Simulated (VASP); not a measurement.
VASP 6.6.1 run: LiH

INCAR

```
ENCUT = 520
SIGMA = 0.02
LWAVE = .FALSE.
LCHARG = .FALSE.
EDIFF = 1E-7
NBANDS = 9
GGA = PE
IBRION = -1
NSW = 0
LREAL = .FALSE.
NELM = 120
PREC = Accurate
AMIX = 0.8
LASPH = .TRUE.
ISIF = 2
ISMEAR = -1
```

KPOINTS

```
KPOINTS created by Atomic Simulation Environment
0
Gamma
10 10 10
0 0 0
```

POSCAR

```
Li H
 1.0000000000000000
     0.0200299484000000    2.0230247895000000    2.0230247895000000
     2.0230247895000000    0.0200299484000000    2.0230247895000000
     2.0230247895000000    2.0230247895000000    0.0200299484000000
 Li  H
   1   1
Cartesian
  0.0000000000000000  0.0000000000000000  0.0000000000000000
  2.0330397636999988  2.0330397636999988  2.0330397636999997
```

The recommended PBE PAW datasets give the neutral cell 4 valence electrons.

Command

```
mpirun -np 1 vasp_std
```

OSZICAR

```
N       E                     dE             d eps       ncg     rms          rms(c)
DAV:   1    -0.174640264124E+01   -0.17464E+01   -0.14680E+03  2120   0.407E+02
DAV:   2    -0.630669920942E+01   -0.45603E+01   -0.45396E+01  2968   0.544E+01
DAV:   3    -0.636755314637E+01   -0.60854E-01   -0.60827E-01  2511   0.525E+00
DAV:   4    -0.636785647091E+01   -0.30332E-03   -0.30330E-03  2947   0.336E-01
DAV:   5    -0.636785772108E+01   -0.12502E-05   -0.12502E-05  2479   0.161E-02    0.287E+00
DAV:   6    -0.612174955610E+01    0.24611E+00   -0.62710E-01  2298   0.246E+00    0.352E-01
DAV:   7    -0.612565544400E+01   -0.39059E-02   -0.16752E-02  2452   0.872E-01    0.187E-01
DAV:   8    -0.612598094858E+01   -0.32550E-03   -0.61832E-04  2950   0.127E-01    0.435E-02
DAV:   9    -0.612598274469E+01   -0.17961E-05   -0.14775E-05  2596   0.163E-02    0.184E-02
DAV:  10    -0.612598345292E+01   -0.70823E-06   -0.13544E-06  2901   0.630E-03    0.546E-04
DAV:  11    -0.612598342767E+01    0.25250E-07   -0.23134E-08  1544   0.129E-03
   1 F= -.61259834E+01 E0= -.61259834E+01  d E =-.405513E-15
```

From OUTCAR

```
k-points           NKPTS =    116   k-points in BZ     NKDIM =    116   number of bands    NBANDS=      9

   NELECT =       4.0000    total number of electrons

   dimension x,y,z NGX =    24 NGY =   24 NGZ =   24
   dimension x,y,z NGXF=    48 NGYF=   48 NGZF=   48

  energy-cutoff  :      520.00
  volume of cell :       16.31
      direct lattice vectors                 reciprocal lattice vectors
     0.020029948  2.023024789  2.023024789    -0.250855890  0.248396519  0.248396519
     2.023024789  0.020029948  2.023024789     0.248396519 -0.250855890  0.248396519
     2.023024789  2.023024789  0.020029948     0.248396519  0.248396519 -0.250855890

 k-points in reciprocal lattice and weights: KPOINTS created by Atomic Simulation Env
   0.00000000  0.00000000  0.00000000       0.001
   0.10000000  0.00000000  0.00000000       0.006
   0.20000000  0.00000000  0.00000000       0.006
   0.30000000  0.00000000 -0.00000000       0.006
   0.40000000 -0.00000000 -0.00000000       0.006
   0.50000000  0.00000000 -0.00000000       0.003
   0.10000000  0.10000000 -0.00000000       0.006
   0.20000000  0.10000000 -0.00000000       0.012
   ...

 E-fermi :   0.6303

 k-point     1 :       0.0000    0.0000    0.0000
  band No.  band energies     occupation
      1     -44.2727      2.00000
      2      -5.3527      2.00000
      3      15.9483      0.00000
      4      17.4923      0.00000
      5      17.9336      0.00000
      6      17.9336      0.00000
      7      22.1407      0.00000
      8      22.6600      0.00000
      9      22.6600      0.00000

 k-point     2 :       0.1000    0.0000    0.0000
  band No.  band energies     occupation
      1     -44.2684      2.00000
      2      -5.1749      2.00000
      3      14.5854      0.00000
      4      16.8027      0.00000
      5      17.1666      0.00000
      6      17.5315      0.00000
      7      21.9104      0.00000
      8      23.0344      0.00000
      9      23.5039      0.00000

 k-point     3 :       0.2000    0.0000    0.0000
  band No.  band energies     occupation
      1     -44.2573      2.00000
      2      -4.6555      2.00000
      3      11.4003      0.00000
      4      15.4691      0.00000
      5      16.5804      0.00000
      6      16.8792      0.00000
      7      22.7006      0.00000
      8      23.0044      0.00000
      9      23.1307      0.00000

 k-point     4 :       0.3000    0.0000   -0.0000
  band No.  band energies     occupation
      1     -44.2433      2.00000
      2      -3.8539      2.00000
      3       8.2641      0.00000
      4      14.4224      0.00000
      5      16.2293      0.00000
      6      16.4708      0.00000
      7      20.9235      0.00000
      8      21.0784      0.00000
      9      24.2288      0.00000

 k-point     5 :       0.4000   -0.0000   -0.0000
  band No.  band energies     occupation
      1     -44.2321      2.00000
      2      -2.9704      2.00000
      3       5.9044      0.00000
      4      13.7432      0.00000
      5      16.2034      0.00000
      6      16.3835      0.00000
      7      19.3919      0.00000
      8      19.6076      0.00000
      9      26.0312      0.00000

 ...

  Total       -0.0749614     -0.0749614     -0.0749614     -0.0493579     -0.0493579     -0.0493579
  in kB       -7.3622881     -7.3622881     -7.3622881     -4.8476566     -4.8476566     -4.8476566
  external PRESSURE =      -7.3622881 kB  Pullay stress =       0.0000000 kB

 POSITION                                       TOTAL-FORCE (eV/Angst)
 -----------------------------------------------------------------------------------
      0.00000      0.00000      0.00000         0.000000     -0.000000      0.000000
      2.03304      2.03304      2.03304        -0.000000      0.000000     -0.000000
 -----------------------------------------------------------------------------------
    total drift:                                0.000000     -0.000000     -0.000000

  FREE ENERGIE OF THE ION-ELECTRON SYSTEM (eV)
  ---------------------------------------------------
  free  energy   TOTEN  =        -6.1259834277 eV

  energy  without entropy=       -6.1259834277  energy(sigma->0) =       -6.12598343
```

It converged. Results: gap between bands v and c on the k mesh 2.99 eV; least direct gap on the k mesh 2.99 eV; pressure -0.7 GPa. Band v is the last that the valence electrons fill when counted band by band, and c is the next.

For comparison, a separate PBE run of the intended cell, on usual settings and not on those above, gives a gap of 2.99 eV on its mesh and a pressure of -0.7 GPa.

The run above took about 7.7 s on one core of a shared host (Intel Xeon Platinum 8488C) and held 0.14 GiB at most.
